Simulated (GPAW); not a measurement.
The system is TaS2.

```
CELL_PARAMETERS angstrom
3.35000 0.00000 0.00000
-1.67500 2.90119 0.00000
0.00000 0.00000 5.86000
ATOMIC_POSITIONS crystal
Ta 0.00000 0.00000 0.00000
S 0.66667 0.33333 0.75000
S 0.33333 0.66667 0.25000
```

| Quantity | Value |
| --- | --- |
| Program | GPAW 26.7.0 |
| Task | relaxation of cell and atoms |
| Functional | LDA |
| Potentials or basis | the program's PAW data sets (release 1.2.1) made for this functional |
| Cutoff | 600 eV |
| Basis | pw |
| k mesh | 9 × 9 × 5 |
| Occupations | fermi-dirac, width 0.05 eV |
| Spin | no spin polarisation |

At the start: pressure 1.3 GPa; volume 18.98 Å³/atom.

Problem. How do energy, volume and symmetry change on relaxing?

Solution. Over 26 steps the energy falls by 22.3 meV/atom and the volume is 17.88 Å³/atom (-5.8 %); space group P-3m1 (No. 164, to 0.05 Å).

The path:
```
step  energy change (eV)  largest force (eV/Å)  pressure (GPa)  volume (Å³)
   1              0.0000                0.7664            1.30        56.95
   2             -0.0133                0.6007            0.36        57.04
   3             -0.0296                0.3220           -1.15        57.15
   4             -0.0391                0.0204           -2.64        57.14
   5             -0.0432                0.1912           -3.39        56.87
   6             -0.0489                0.2601           -3.11        56.31
   7             -0.0563                0.1872           -1.84        55.55
   8             -0.0590                0.0096            0.14        54.68
   9             -0.0591                0.0080            0.14        54.69
  10             -0.0593                0.0048            0.13        54.69
  11             -0.0596                0.0001            0.12        54.70
  12             -0.0600                0.0056            0.11        54.70
  13             -0.0605                0.0119            0.09        54.71
  14             -0.0610                0.0186            0.07        54.73
  15             -0.0615                0.0249            0.04        54.74
  16             -0.0621                0.0312           -0.01        54.75
  17             -0.0627                0.0368           -0.07        54.76
  18             -0.0633                0.0411           -0.15        54.77
  19             -0.0638                0.0435           -0.24        54.77
  20             -0.0643                0.0445           -0.33        54.74
  21             -0.0648                0.0448           -0.39        54.69
  22             -0.0653                0.0448           -0.40        54.58
  23             -0.0658                0.0438           -0.35        54.42
  24             -0.0664                0.0386           -0.25        54.21
  25             -0.0669                0.0242           -0.12        53.95
  26             -0.0670                0.0031            0.01        53.65
```

Final structure:
```cif
data_structure
_symmetry_space_group_name_H-M 'P 1'
_symmetry_Int_Tables_number 1
_cell_length_a 3.2919
_cell_length_b 3.2919
_cell_length_c 5.7161
_cell_angle_alpha 90.000
_cell_angle_beta 90.000
_cell_angle_gamma 120.000
_cell_volume 53.65
loop_
_atom_site_label
_atom_site_type_symbol
_atom_site_fract_x
_atom_site_fract_y
_atom_site_fract_z
_atom_site_occupancy
Ta1 Ta 0.00000 0.00000 0.00000 1
S1 S 0.66667 0.33333 0.73137 1
S2 S 0.33333 0.66667 0.26863 1
```

Caveat: later steps reuse the first step's grids.
